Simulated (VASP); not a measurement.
# Settings for Cd: relaxation of the cell

Cd, P6_3/mmc (no. 194), 2 atoms in the cell. PBE; PAW potentials Cd (PBE set). VASP 6.6.1.

Wanted: cell volume within 0.2 %; lattice lengths within 0.1 %; shortest distances from each atom, periodic images included within 0.005 Å.

What the run is for: cell; Accuracy asked: standard.

The series start from Plane-wave cutoff (eV): 410; Smearing width (eV): 0.07; k-point mesh: 12 × 12 × 6; Relaxation passes: 2; Ionic threshold (EDIFFG): -0.005; Electronic threshold (eV): 1e-6; Precision mode (PREC): Accurate; Relaxation algorithm: IBRION=2 POTIM=0.5. Each series keeps the choices made before it, and each single choice may use up half of a tolerance. Times cover all steps of a run.

## Plane-wave cutoff (eV)

| Plane-wave cutoff (eV) | Cell volume (Å³) | Lattice lengths, largest deviation against the largest value | Shortest distances from each atom, periodic images included, largest deviation (Å) | Time (s) |
|---|---|---|---|---|
| 280 | 44.64 | 2.6 % | 0.0203 | 21 |
| 320 | 46.18 | 0.36 % | 0.0034 | 34 |
| 360 | 45.35 | 1.3 % | 0.0155 | 46 |
| 410 | 45.56 | 1.1 % | 0.0131 | 59 |
| 480 | 46.34 | 0.17 % | 0.0013 | 47 |
| 580 | 46.35 | 0.073 % | 0.0024 | 56 |
| 720 (reference) | 46.45 | 0 % | 0.0000 | 90 |

Chosen: 720; the next looser run is off by more than half of the tolerance, so convergence isn't shown beyond this value.

## Smearing width (eV)

| Smearing width (eV) | Cell volume (Å³) | Lattice lengths, largest deviation against the largest value | Shortest distances from each atom, periodic images included, largest deviation (Å) | Time (s) |
|---|---|---|---|---|
| 0.3 | 46.44 | 0.28 % | 0.0054 | 70 |
| 0.2 | 46.43 | 0.012 % | 0.0007 | 80 |
| 0.15 | 46.44 | 0.057 % | 0.0005 | 77 |
| 0.1 | 46.43 | 0.098 % | 0.0005 | 76 |
| 0.07 | 46.45 | 0.1 % | 0.0002 | 90 |
| 0.04 (reference) | 46.4 | 0 % | 0.0000 | 70 |

Chosen: 0.04; the next looser run is off by more than half of the tolerance, so convergence isn't shown beyond this value.

## k-point mesh

| k-point mesh | Cell volume (Å³) | Lattice lengths, largest deviation against the largest value | Shortest distances from each atom, periodic images included, largest deviation (Å) | Time (s) |
|---|---|---|---|---|
| 5 × 5 × 2 | 45.88 | 1.3 % | 0.0140 | 26 |
| 6 × 6 × 3 | 46.86 | 3.4 % | 0.0137 | 41 |
| 7 × 7 × 4 | 45.35 | 0.67 % | 0.0224 | 22 |
| 9 × 9 × 4 | 47.3 | 9.8 % | 0.0899 | 75 |
| 12 × 12 × 6 | 46.4 | 5.4 % | 0.0569 | 70 |
| 14 × 14 × 7 (reference) | 45.71 | 0 % | 0.0000 | 168 |

Chosen: 14 × 14 × 7; the next looser run is off by more than half of the tolerance, so convergence isn't shown beyond this value.

## Relaxation passes

| Relaxation passes | Cell volume (Å³) | Lattice lengths, largest deviation against the largest value | Shortest distances from each atom, periodic images included, largest deviation (Å) | Time (s) |
|---|---|---|---|---|
| 1 | 45.71 | 0 % | 0.0000 | 139 |
| 2 | 45.71 | 0 % | 0.0000 | 168 |
| 3 (reference) | 45.71 | 0 % | 0.0000 | 170 |

Chosen: 1, the loosest value from which every tighter one stays within half of the tolerance.

## Ionic threshold (EDIFFG)

| Ionic threshold (EDIFFG) | Cell volume (Å³) | Lattice lengths, largest deviation against the largest value | Shortest distances from each atom, periodic images included, largest deviation (Å) | Time (s) |
|---|---|---|---|---|
| -0.05 | 46.03 | 1.3 % | 0.0068 | 32 |
| -0.02 | 45.83 | 1.2 % | 0.0120 | 39 |
| -0.01 | 45.71 | 0.054 % | 0.0013 | 146 |
| -0.005 | 45.71 | 0.054 % | 0.0013 | 139 |
| -0.002 (reference) | 45.65 | 0 % | 0.0000 | 182 |

Chosen: -0.002; the next looser run is off by more than half of the tolerance, so convergence isn't shown beyond this value.

## Electronic threshold (eV)

| Electronic threshold (eV) | Cell volume (Å³) | Lattice lengths, largest deviation against the largest value | Shortest distances from each atom, periodic images included, largest deviation (Å) | Time (s) |
|---|---|---|---|---|
| 0.0001 | no result | no result | no result | 322 |
| 1e-5 | 45.6 | 0.075 % | 0.0008 | 117 |
| 1e-6 | 45.65 | 0.026 % | 0.0000 | 182 |
| 1e-7 (reference) | 45.66 | 0 % | 0.0000 | 159 |

Chosen: 1e-6.

## Precision mode (PREC)

| Precision mode (PREC) | Cell volume (Å³) | Lattice lengths, largest deviation against the largest value | Shortest distances from each atom, periodic images included, largest deviation (Å) | Time (s) |
|---|---|---|---|---|
| Normal | 45.66 | 0.006 % | 0.0003 | 63 |
| Accurate (reference) | 45.65 | 0 % | 0.0000 | 182 |

Chosen: Normal.

## Relaxation algorithm

| Relaxation algorithm | Cell volume (Å³) | Lattice lengths, largest deviation against the largest value | Shortest distances from each atom, periodic images included, largest deviation (Å) | Time (s) |
|---|---|---|---|---|
| IBRION=2 POTIM=0.5 | 45.66 | 0 % | 0.0000 | 63 |
| IBRION=2 POTIM=0.2 | 45.67 | 0.012 % | 0.0000 | 90 |
| IBRION=1 POTIM=0.5 | 45.68 | 0.03 % | 0.0001 | 72 |
| IBRION=1 POTIM=0.2 | 45.93 | 1.5 % | 0.0140 | 95 |

Chosen: IBRION=2 POTIM=0.5; no other choice that stays within half of the tolerance saves 30 % of the time.

## All choices together

| Input | Cell volume (Å³) | Lattice lengths, largest deviation against the largest value | Shortest distances from each atom, periodic images included, largest deviation (Å) | Time (s) |
|---|---|---|---|---|
| the program's defaults (naive) | 43.64 | 4.3 % | 0.0034 | 3.3 |
| chosen settings | 45.66 | 0.035 % | 0.0005 | 63 |
| reference settings throughout | 45.69 | 0 % | 0.0000 | 191 |

The chosen settings stay within the tolerance of the reference run, but the reference itself isn't shown to be converged in: Plane-wave cutoff (eV), Smearing width (eV), k-point mesh, Ionic threshold (EDIFFG).

Values of the reference run: Lattice lengths: 3.061, 3.061, 5.629 Å; Shortest distances from each atom, periodic images included: 3.061, 3.061, 3.061, 3.061, 3.061, 3.061, 3.061, 3.061 Å.

## The input

INCAR.step1:
```
SYSTEM = Cd
ALGO = Normal ; EDIFF = 1E-6
EDIFFG = -0.002 ; ENCUT = 720
GGA = PE ; GGA_COMPAT = .False.
IBRION = 2 ; ISIF = 3
ISMEAR = 0 ; KPAR = 4
LASPH = .True. ; LCHARG = .False.
LREAL = .False. ; LWAVE = .False.
NELM = 120 ; NELMIN = 4
NSW = 80 ; POTIM = 0.5
PREC = Normal ; SIGMA = 0.04
```

INCAR.step2, as INCAR.step1 but for:
```
- EDIFFG = -0.002
- IBRION = 2
- ISIF = 3
- NELMIN = 4
- NSW = 80
- POTIM = 0.5
+ ISIF = 2
```

KPOINTS:
```
Automatic mesh
0
Gamma
  14 14 7
  0 0 0
```

POSCAR.step1:
```
Cd
1.0
    2.9788700000      0.0000000000      0.0000000000
   -1.4894350000      2.5797770946      0.0000000000
    0.0000000000      0.0000000000      5.6176500000
Cd
2
Direct
    0.6666666667      0.3333333333      0.7500000000
    0.3333333333      0.6666666667      0.2500000000
```

Commands (each step's output is kept before the next begins):
```
cat potpaw_PBE.64/Cd/POTCAR > POTCAR
cp INCAR.step1 INCAR
cp POSCAR.step1 POSCAR
mpirun -np 4 vasp_std > vasp.out
cp CONTCAR POSCAR
cp INCAR.step2 INCAR
mpirun -np 4 vasp_std > vasp.out
```

The chosen input took VASP 6.6.1 63 s on 4 cores (Intel Xeon 6975P-C (Granite Rapids)), a shared host.

## An input that fails: cell relaxed at a low cutoff

VASP's message: Orbital orthonormalization failed in the inversion of matrix LAPACK: Routine ZPOTRF failed! kpoint: 1 spin: 1 Possible solutions for this issue are: - Please check whether the atoms are too close to each other. - Decreasing POTIM might help during relaxations or MDs. - Deleting CHGCAR or WAVECAR if incompatible with the structure. - Try calculating without symmetrizing (ISYM = 0 or ISYM = -1). ….

Changes against the starting input:
```
(all steps)
- PREC = Accurate
- NELM = 120
- ENCUT = 410
+ PREC = Low
+ NELM = 74
+ ENCUT = 190
```
